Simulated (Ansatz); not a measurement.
Take BaSnO3 in the cubic perovskite structure (space group Pm-3m, No. 221; a = 4.131 Å) as the base.

Structures relaxed with r2SCAN in Ansatz (plane waves to 500 eV, PAW, no SOC).

Base:

Simulated powder pattern, Cu Kα1, λ = 1.54056 Å (kinematic, ideal powder, no thermal factors, no anomalous dispersion; the 14 strongest lines at most, above 2 %, up to 2θ = 90°):

| 2θ (°) | I/Imax (%) | hkl |
|---|---|---|
| 30.58 | 100 | (110) |
| 37.68 | 2.6 | (111) |
| 43.79 | 30 | (200) |
| 54.35 | 40 | (211) |
| 63.65 | 18 | (220) |
| 72.26 | 17 | (310) |
| 80.46 | 6.1 | (222) |
| 88.47 | 21 | (321) |

After one change:

Simulated powder pattern, Cu Kα1, λ = 1.54056 Å (kinematic, ideal powder, no thermal factors, no anomalous dispersion; the 14 strongest lines at most, above 2 %, up to 2θ = 90°):

```
2θ (°)  I/Imax (%)
------  ----------
31.16          100
38.41          2.6
44.65           30
55.45           39
64.98           18
73.83           17
82.28          6.1
```

**Question.** What was done to the base?
A. pressure 3 GPa
B. pressure −2 GPa
C. pressure 5 GPa
D. pressure 10 GPa

**Answer.** D, pressure 10 GPa. Its volume per atom is 13.34 Å³ against 14.10 Å³, and its space group is Pm-3m (No. 221).

Load acts through the strain it causes; cell and atoms are relaxed under it. Stability against distortions was not tested. Competing high-pressure phases were not computed.

Ansatz is an electronic-structure program.
